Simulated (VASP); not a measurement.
# Si (Fd-3m) in VASP: further runs

Runs on Si. Level: r2SCAN. Tasks: single point, relaxation of cell and atoms.

Program: VASP 6.6.1. These are calculated values, not measurements. Logs are shortened: lines on timing, memory, paths and dates and some standing lists are left out, and cuts for length are marked.

## Step 1: Starting point

It takes space group Fd-3m (No. 227, cubic). Conventional cell: a = 5.444 Å, b = 5.444 Å, c = 5.444 Å, α = 90.00°, β = 90.00°, γ = 90.00°. Si (site symmetry -43m) is surrounded by 4 Si at 2.36 Å.

## Step 2: Single point, r2SCAN

POSCAR reads:

```
Si
1.0
    0.0000000000      2.7221053293      2.7221053293
    2.7221053293      0.0000000000      2.7221053293
    2.7221053293      2.7221053293      0.0000000000
Si
2
Direct
    0.5000000000      0.5000000000      0.5000000000
    0.7500000000      0.7500000000      0.7500000000
```

INCAR.step1 reads:

```
ALGO = Normal
EDIFF = 1E-4
ENCUT = 520
GGA = PE
ISMEAR = 0
LASPH = T
LCHARG = F
LREAL = F
LWAVE = T
NBANDS = 11
NELM = 100
PREC = Accurate
SIGMA = 0.02
```

INCAR.step2 reads:

```
ALGO = Normal
EDIFF = 1E-7
ENCUT = 520
ISIF = 2
ISMEAR = 0
ISTART = 1
LASPH = T
LCHARG = T
LELF = T
LMIXTAU = T
LREAL = F
LVHAR = T
LWAVE = F
METAGGA = R2SCAN
NBANDS = 11
NELM = 100
PREC = Accurate
SIGMA = 0.02
```

KPOINTS reads:

```
k-points
0
Gamma
  10 10 10
```

Potentials or basis: VASP PAW PBE potentials, release 64 (Si).

The run is started by

```
$ cat potpaw_PBE.64/Si/POTCAR > POTCAR
$ cp INCAR.step1 INCAR
$ mpirun -np 1 vasp_std > vasp.out
$ cp INCAR.step2 INCAR
$ mpirun -np 1 vasp_std > vasp.out
```

OUTCAR:

```text
EDIFF = 1E-7
   ENCUT = 520
   ISIF = 2
   ISMEAR = 0
   ISTART = 1
   LASPH = T
   LREAL = F
   METAGGA = R2SCAN
   NELM = 100
   PREC = Accurate

 ion  position               nearest neighbor table
   1  0.500  0.500  0.500-   2 2.36   2 2.36   2 2.36   2 2.36
   2  0.750  0.750  0.750-   1 2.36   1 2.36   1 2.36   1 2.36

  LATTYP: Found a face centered cubic cell.
 ALAT       =     5.4442106586

  Lattice vectors:

 A1 = (   0.0000000000,   2.7221053293,   2.7221053293)
 A2 = (   2.7221053293,   0.0000000000,   2.7221053293)
 A3 = (   2.7221053293,   2.7221053293,   0.0000000000)

Analysis of symmetry for initial positions (statically):
=====================================================================
 Subroutine PRICEL returns:
 Original cell was already a primitive cell.

 Routine SETGRP: Setting up the symmetry group for a
 face centered cubic supercell.

 Subroutine GETGRP returns: Found 48 space group operations
 (whereof 24 operations were pure point group operations)
 out of a pool of 48 trial point group operations.

The static configuration has the point symmetry T_d .
 The point group associated with its full space group is O_h .

Analysis of symmetry for dynamics (positions and initial velocities):
=====================================================================
 Subroutine PRICEL returns:
 Original cell was already a primitive cell.

 Routine SETGRP: Setting up the symmetry group for a
 face centered cubic supercell.

 Subroutine GETGRP returns: Found 48 space group operations
 (whereof 24 operations were pure point group operations)
 out of a pool of 48 trial point group operations.

The dynamic configuration has the point symmetry T_d .
 The point group associated with its full space group is O_h .

 Subroutine INISYM returns: Found 48 space group operations
 (whereof 24 operations are pure point group operations),
 and found     1 'primitive' translations

----------------------------------------------------------------------------------------

                                     Primitive cell

  volume of cell :      40.3408

  direct lattice vectors                    reciprocal lattice vectors
     0.000000000  2.722105329  2.722105329    -0.183681357  0.183681357  0.183681357
     2.722105329  0.000000000  2.722105329     0.183681357 -0.183681357  0.183681357
     2.722105329  2.722105329  0.000000000     0.183681357  0.183681357 -0.183681357

  length of vectors
     3.849638275  3.849638275  3.849638275     0.318145442  0.318145442  0.318145442

  position of ions in fractional coordinates (direct lattice)
     0.500000000  0.500000000  0.500000000
     0.750000000  0.750000000  0.750000000

  ion indices of the primitive-cell ions
   primitive index   ion index
                 1           1
                 2           2

----------------------------------------------------------------------------------------

 KPOINTS: k-points

Automatic generation of k-mesh.
 Grid dimensions read from file:
 generate k-points for:   10   10   10

 Generating k-lattice:

  Cartesian coordinates                     Fractional coordinates (reciprocal lattice)
    -0.018368136  0.018368136  0.018368136     0.100000000  0.000000000  0.000000000
     0.018368136 -0.018368136  0.018368136     0.000000000  0.100000000  0.000000000
     0.018368136  0.018368136 -0.018368136     0.000000000  0.000000000  0.100000000

  Length of vectors
     0.031814544  0.031814544  0.031814544

  Shift w.r.t. Gamma in fractional coordinates (k-lattice)
     0.000000000  0.000000000  0.000000000

 Subroutine IBZKPT returns following result:
 ===========================================

 Found     47 irreducible k-points:

 Following reciprocal coordinates:
            Coordinates               Weight
  0.000000  0.000000  0.000000      1.000000
  0.100000  0.000000  0.000000      8.000000
  0.200000  0.000000  0.000000      8.000000
  0.300000  0.000000  0.000000      8.000000
  0.400000  0.000000  0.000000      8.000000
  0.500000  0.000000  0.000000      4.000000
[... 16 lines left out ...]
  0.300000  0.300000  0.000000      6.000000
  0.400000  0.300000  0.000000     24.000000
 [... further k-points ...]
   k-points           NKPTS =     47   k-points in BZ     NKDIM =     47   number of bands    NBANDS=     11
   number of dos      NEDOS =    301   number of ions     NIONS =      2
   total plane-waves  NPLWV =  27000
   dimension x,y,z NGX =    30 NGY =   30 NGZ =   30
   dimension x,y,z NGXF=    60 NGYF=   60 NGZF=   60
   ions per type =               2
   NGX,Y,Z   is equivalent  to a cutoff of  12.96, 12.96, 12.96 a.u.
   NGXF,Y,Z  is equivalent  to a cutoff of  25.91, 25.91, 25.91 a.u.
 SYSTEM =  unknown system
   PREC   = accura    normal or accurate (medium, high low for compatibility)
   ISTART =      1    job   : 0-new  1-cont  2-samecut
   ICHARG =      0    charge: 1-file 2-atom 10-const
   ISPIN  =      1    spin polarized calculation?
   LNONCOLLINEAR =      F non collinear calculations
   LSORBIT =      F    spin-orbit coupling
   LASPH  =      T    aspherical Exc in radial PAW
   ENCUT  =  520.0 eV  38.22 Ry    6.18 a.u.   7.16  7.16  7.16*2*pi/ulx,y,z
   NELM   =    100;   NELMIN=  2; NELMDL=  0     # of ELM steps
   EDIFF  = 0.1E-06   stopping-criterion for ELM
   LREAL  =      F    real-space projection
   EDIFFG = 0.1E-05   stopping-criterion for IOM
   NSW    =      0    number of steps for IOM
   IBRION =     -1    ionic relax: 0-MD 1-quasi-New 2-CG
   NFREE  =      0    steps in history (QN), initial steepest desc. (CG)
   ISIF   =      2    stress and relaxation
   ISYM   =      2    0-nonsym 1-usesym 2-fastsym
   POTIM  = 0.5000    time-step for ionic-motion
   TEBEG  =    0.0;   TEEND  =   0.0 temperature during run
   PSTRESS=    0.0 pullay stress
   NELECT =       8.0000    total number of electrons
   NUPDOWN=      -1.0000    fix difference up-down
   EMIN   =  10.00;   EMAX   =-10.00  energy-range for DOS
   EFERMI =   0.00;   METHOD = LEGACY
   ISMEAR =     0;   SIGMA  =   0.02  broadening in eV -4-tet -1-fermi 0-gaus
   EFERMI_NEDOS =   21; number of points for ismear=-14 and -15
   IALGO  =     38    algorithm
   IMIX   =      4    mixing-type and parameters
     AMIX     =   0.40;   BMIX     =  1.00
     AMIX_MAG =   1.60;   BMIX_MAG =  1.00
  volume/ion in A,a.u.               =      20.17       136.12
  Fermi-wavevector in a.u.,A,eV,Ry     =   0.954677  1.804078 12.400467  0.911409
  Thomas-Fermi vector in A             =   2.083446
   LORBIT       =      0    0 simple, 1 ext, 2 COOP (PROOUT), +10 PAW based schemes
   METAGGA = R2SCAN    functional components
   LHFCALC =     F    Hartree Fock is set to
   AEXX    =    0.0000 exact exchange contribution
   IVDW    =     0    specifies the selected vdW correction
   LEPSILON=     F    determine dielectric tensor
   LRPA    =     F    only Hartree local field effects (RPA)
 non-spin polarized calculation
 Gauss-broadening in eV      SIGMA  =   0.02
  energy-cutoff  :      520.00
  volume of cell :       40.34
 maximum number of plane-waves:      1106
 NGX is ok and might be reduce to    30
   NGX = 15   NGY = 15   NGZ = 15

 number of electron       8.0000001 magnetization

 Free energy of the ion-electron system (eV)
  ---------------------------------------------------
  ext. energy  EPLUGINS =         0.00000000
  ---------------------------------------------------
  free energy    TOTEN  =       -17.54983585 eV

  energy without entropy =      -17.54983585  energy(sigma->0) =      -17.54983585

 E-fermi :   5.7985     XC(G=0):  -9.8256

 val. band max:        5.6621664096   @ k =   0.0000   0.0000   0.0000
 cond. band min:       6.4550826542   @ k =   0.4000   0.4000   0.0000
 fundamental gap:      0.7929162447
 Fermi energy:         5.7984559784

 k-point     1 :       0.0000    0.0000    0.0000
  band No.  band energies     occupation
      1      -6.8113      2.00000
      2       5.6622      2.00000
      3       5.6622      2.00000
      4       5.6622      2.00000
      5       8.4172      0.00000
      6       8.4172      0.00000
      7       8.4172      0.00000
      8       9.5594      0.00000
      9      13.7854      0.00000
     10      13.7854      0.00000
     11      14.3314      0.00000

 k-point     2 :       0.1000    0.0000    0.0000
  band No.  band energies     occupation
      1      -6.6743      2.00000
      2       4.4973      2.00000
      3       5.4543      2.00000
      4       5.4543      2.00000
      5       8.4990      0.00000
      6       8.7243      0.00000
      7       8.7243      0.00000
      8      10.4465      0.00000
      9      13.4344      0.00000
     10      13.4344      0.00000
     11      14.8695      0.00000

 k-point     3 :       0.2000    0.0000    0.0000
  band No.  band energies     occupation
      1      -6.2701      2.00000
      2       2.5638      2.00000
      3       5.0531      2.00000
      4       5.0531      2.00000
      5       8.1896      0.00000
      6       9.2620      0.00000
      7       9.2620      0.00000
      8      12.2564      0.00000
      9      13.1278      0.00000
     10      13.1278      0.00000
     11      15.5100      0.00000

 k-point     4 :       0.3000    0.0000    0.0000
  band No.  band energies     occupation
      1      -5.6269      2.00000
      2       0.6994      2.00000
      3       4.6982      2.00000
      4       4.6982      2.00000
      5       7.8387      0.00000
      6       9.4485      0.00000
      7       9.4485      0.00000
      8      13.7116      0.00000
      9      13.7116      0.00000
     10      13.8907      0.00000
     11      15.2648      0.00000

 k-point     5 :       0.4000    0.0000    0.0000
  band No.  band energies     occupation
      1      -4.8474      2.00000
      2      -0.8422      2.00000
      3       4.4724      2.00000
      4       4.4724      2.00000
      5       7.6011      0.00000
      6       9.3310      0.00000
      7       9.3310      0.00000
      8      14.1036      0.00000
      9      15.1798      0.00000
     10      15.1798      0.00000
     11      16.4866      0.00000
[... 211 lines left out ...]
 k-point    21 :      -0.3000    0.2000    0.0000
  band No.  band energies     occupation
      1      -4.6504      2.00000
      2      -0.2634      2.00000
      3       2.0905      2.00000
      4       4.2762      2.00000
      5       8.4013      0.00000
      6      10.5038      0.00000
      7      10.6486      0.00000
      8      12.8870      0.00000
      9      12.9048      0.00000
     10      15.8523      0.00000
     11      18.3149      0.00000

 k-point    22 :      -0.2000    0.2000    0.0000
  band No.  band energies     occupation
      1      -5.4007      2.00000
      2       1.0328      2.00000
      3       2.5589      2.00000
      4       4.7688      2.00000
      5       8.8517      0.00000
      6       9.9323      0.00000
      7      10.3178      0.00000
      8      11.8730      0.00000
      9      12.1658      0.00000
     10      17.1168      0.00000
     11      17.1514      0.00000

 k-point    23 :       0.3000    0.3000    0.0000
  band No.  band energies     occupation
      1      -5.1900      2.00000
      2       1.1019      2.00000
      3       3.3256      2.00000
      4       3.3256      2.00000
      5       6.7333      0.00000
      6       8.3692      0.00000
      7      12.7474      0.00000
      8      12.7474      0.00000
      9      15.4874      0.00000
     10      15.6240      0.00000
     11      18.9368      0.00000

 k-point    24 :       0.4000    0.3000    0.0000
  band No.  band energies     occupation
      1      -4.5486      2.00000
      2       0.0437      2.00000
      3       2.6900      2.00000
      4       3.1096      2.00000
      5       6.9304      0.00000
      6       8.1856      0.00000
      7      13.0973      0.00000
      8      13.1879      0.00000
      9      16.7067      0.00000
     10      17.1975      0.00000
     11      18.5887      0.00000

 [... further k-points ...]

------------------------ aborting loop because EDIFF is reached ----------------------------------------

  FORCE on cell =-STRESS in cart. coord.  units (eV):
  Direction    XX          YY          ZZ          XY          YZ          ZX
  --------------------------------------------------------------------------------------
  -------------------------------------------------------------------------------------
  Total       -0.0610199     -0.0610199     -0.0610199     -0.0000000      0.0000000      0.0000000
  in kB       -2.4234680     -2.4234680     -2.4234680     -0.0000000      0.0000000      0.0000000
  external PRESSURE =      -2.4234680 kB  Pullay stress =       0.0000000 kB

 VOLUME and BASIS-vectors are now :
 -----------------------------------------------------------------------------
  energy-cutoff  :      520.00
  volume of cell :       40.34
      direct lattice vectors                 reciprocal lattice vectors
     0.000000000  2.722105329  2.722105329    -0.183681357  0.183681357  0.183681357
     2.722105329  0.000000000  2.722105329     0.183681357 -0.183681357  0.183681357
     2.722105329  2.722105329  0.000000000     0.183681357  0.183681357 -0.183681357

 POSITION                                       TOTAL-FORCE (eV/Angst)
 -----------------------------------------------------------------------------------
      2.72211      2.72211      2.72211         0.000000      0.000000      0.000000
      4.08316      4.08316      4.08316        -0.000000     -0.000000     -0.000000
 -----------------------------------------------------------------------------------
    total drift:                                0.000000     -0.000000     -0.000000

  FREE ENERGIE OF THE ION-ELECTRON SYSTEM (eV)
  ---------------------------------------------------
  free  energy   TOTEN  =       -17.5498358526 eV

  energy  without entropy=      -17.5498358526  energy(sigma->0) =      -17.54983585
```

It took 40 s on 1 thread of Intel Xeon 6975P-C (Granite Rapids), shared host; peak memory 0.16 GiB.

Results:

| Property | Result |
| --- | --- |
| Free energy | -17.5498 eV |
| Pressure | -0.2 GPa |
| Band gap on the k mesh | 0.79 eV, indirect (least direct gap 2.75 eV) |

Levels at points of the mesh, in eV from the valence-band top:
| k point | band 1 | band 2 | band 3 | band 4 | band 5 | band 6 | band 7 | band 8 | band 9 |
| --- | --- | --- | --- | --- | --- | --- | --- | --- | --- |
| (0.00, 0.00, 0.00) | -12.47 | 0.00 | 0.00 | 0.00 | 2.75 | 2.75 | 2.75 | 3.90 | 8.12 |
| (0.50, 0.00, 0.00) | -10.04 | -7.23 | -1.27 | -1.27 | 1.86 | 3.59 | 3.59 | 8.33 | 11.14 |
| (0.50, 0.50, 0.00) | -8.13 | -8.13 | -2.99 | -2.99 | 0.93 | 0.93 | 10.81 | 10.81 | 11.60 |

Caveat: the PAW data sets were made with another functional, which shifts forces and pressure a little. A k mesh can miss the band edges.

## Step 3: Relaxation of cell and atoms, r2SCAN

This run uses another cell than the first one, of 20.02 Å³/atom, 0.993 times its volume.

POSCAR reads:

```
Si
1.0
    0.0000000000      2.7154700000      2.7154700000
    2.7154700000      0.0000000000      2.7154700000
    2.7154700000      2.7154700000      0.0000000000
Si
2
Direct
    0.5000000000      0.5000000000      0.5000000000
    0.7500000000      0.7500000000      0.7500000000
```

INCAR.step1 reads:

```
SYSTEM = Si
PREC = Accurate
ENCUT = 600
ISMEAR = 0
SIGMA = 0.02
LREAL = .FALSE.
LASPH = .TRUE.
NELM = 100
GGA = PE
ALGO = Normal
EDIFF = 1E-4
LWAVE = .TRUE.
LCHARG = .FALSE.
```

INCAR.step2 reads:

```
SYSTEM = Si
PREC = Accurate
ENCUT = 600
EDIFF = 1E-6
ISMEAR = 0
SIGMA = 0.02
LREAL = .FALSE.
LASPH = .TRUE.
NELM = 100
ALGO = Normal
ISIF = 3
LWAVE = .FALSE.
LCHARG = .FALSE.
METAGGA = R2SCAN
LMIXTAU = .TRUE.
IBRION = 2
NSW = 100
EDIFFG = -0.005
ISTART = 1
```

KPOINTS reads:

```
Automatic mesh
0
G
  10 10 10
  0 0 0
```

Potentials or basis: VASP PAW PBE potentials, release 64 (Si).

The run is started by

```
$ cat potpaw_PBE.64/Si/POTCAR > POTCAR
$ cp INCAR.step1 INCAR
$ mpirun -np 1 vasp_std > vasp.out
$ cp INCAR.step2 INCAR
$ mpirun -np 1 vasp_std > vasp.out
```

Run time: 52 s. Hardware: 1 thread of Intel Xeon 6975P-C (Granite Rapids), shared host; peak memory 0.18 GiB.

It converged, with:

```
Free energy                            : -17.5496 eV
Relaxed volume                         : 20.12 Å³/atom
Relaxed cell                           : a = 3.846 Å, b = 3.846 Å, c = 3.846 Å, α = 60.00°, β = 60.00°, γ = 60.00°
Space group after relaxing (to 0.05 Å) : Fd-3m (No. 227)
Energy gained by relaxing              : 0.1 meV/atom
Ionic steps                            : 3
Pressure after relaxing                : 0.0 GPa
Band gap on the k mesh                 : 0.79 eV, indirect (least direct gap 2.76 eV)
```

The path:
```tsv
step	energy change (eV)	largest force (eV/Å)	pressure (GPa)	volume (Å³)
1	0.0000	0.0000	0.48	40.05
2	-0.0001	0.0000	-0.37	40.40
3	-0.0003	0.0000	0.00	40.24
```

Final structure:
```yaml
crystal:
  lattice:
    - [0.00000, 2.71986, 2.71986]
    - [2.71986, 0.00000, 2.71986]
    - [2.71986, 2.71986, 0.00000]
  atoms:
    - { symbol: Si, position: [0.50000, 0.50000, 0.50000] }
    - { symbol: Si, position: [0.75000, 0.75000, 0.75000] }
```

Levels at points of the mesh, in eV from the valence-band top:
```
           k point  band 1  band 2  band 3  band 4  band 5  band 6  band 7  band 8
(0.00, 0.00, 0.00)  -12.49    0.00    0.00    0.00    2.76    2.76    2.76    3.93
(0.50, 0.00, 0.00)  -10.05   -7.24   -1.27   -1.27    1.87    3.59    3.59    8.33
(0.50, 0.50, 0.00)   -8.14   -8.14   -3.00   -3.00    0.93    0.93   10.84   10.84
```

Caveat: the PAW data sets were made with another functional, which shifts forces and pressure a little. A k mesh can miss the band edges.
